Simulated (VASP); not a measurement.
# Au: relaxation of cell and atoms with PBEsol

Crystal: Au.

```
Au
1.0
     0.00000    2.04085    2.04085
     2.04085    0.00000    2.04085
     2.04085    2.04085    0.00000
Au
1
Direct
  0.00000 0.00000 0.00000
```

```json
{
  "Program": "VASP 6.6.1",
  "Task": "relaxation of cell and atoms",
  "Functional": "PBEsol",
  "Potentials or basis": "VASP PAW PBE potentials, release 64 (Au)",
  "Cutoff": "600 eV",
  "k mesh": "16 × 16 × 16",
  "Occupations": "methfessel-paxton, width 0.1 eV",
  "Spin": "no spin polarisation",
  "Further INCAR settings": "ALGO = Normal; EDIFF = 1e-07; IBRION = 2; EDIFFG = -0.005; NSW = 90; ISIF = 3"
}
```

The pressure after relaxing is 0.0 GPa. The band gap on the k mesh is none (metal or under the smearing width).

Final structure:
```
Au
1.0
     0.00000    2.04085    2.04085
     2.04085    0.00000    2.04085
     2.04085    2.04085    0.00000
Au
1
Cartesian
  0.0000 0.0000 0.0000
```

Levels at points of the mesh, in eV from the Fermi level:
| k point | band 2 | band 3 | band 4 | band 5 | band 6 | band 7 | band 8 | band 9 |
| --- | --- | --- | --- | --- | --- | --- | --- | --- |
| (0.00, 0.00, 0.00) | -4.66 | -4.66 | -4.66 | -3.12 | -3.12 | 14.53 | 18.54 | 18.54 |
| (0.50, 0.00, 0.00) | -4.69 | -4.69 | -1.91 | -1.91 | -1.00 | 3.10 | 13.97 | 17.15 |
| (0.50, 0.50, 0.00) | -6.73 | -1.95 | -1.59 | -1.59 | 0.98 | 5.80 | 10.00 | 10.00 |

It took 15 s on 1 thread of AMD EPYC 9R14 (Zen 4) (shared host), peak memory 0.13 GiB.

Caveat: the relaxation stopped at its first step, so nothing moved; the PAW data sets were made with another functional, which shifts forces and pressure a little. Spin-orbit coupling is left out, which matters for the levels of Au.
